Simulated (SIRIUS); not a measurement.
The system is Zr.

```
Zr
1.0
    -1.81000    1.81000    1.81000
     1.81000   -1.81000    1.81000
     1.81000    1.81000   -1.81000
Zr
1
Direct
  0.00000 0.00000 0.00000
```

This isn't the form of Zr at room conditions, which is hcp.

Program: SIRIUS 7.10.0. Alike in all runs: task band structure; potentials or basis PseudoDojo 0.4.1 PBE standard (scalar relativistic); no spin polarisation; cell as given; k mesh 10 × 10 × 10; cutoff (eV) 915; smearing fermi-dirac 0.05 eV.

**Question.** Order these runs on this cell by their pressure, lowest first.
A. level RPBE; libxc names ["XC_GGA_X_RPBE", "XC_GGA_C_PBE"]
B. level PBEint; libxc names ["XC_GGA_X_PBEINT", "XC_GGA_C_PBEINT"]
C. level PBE; libxc names ["XC_GGA_X_PBE", "XC_GGA_C_PBE"]
D. level LDA; libxc names ["XC_LDA_X", "XC_LDA_C_PW"]

**Answer.** D (-9.7 GPa), B (-5.8 GPa), C (-3.3 GPa), A (-1.1 GPa).

Caveats: the potentials were made for another functional, which shifts forces and pressure (some runs).
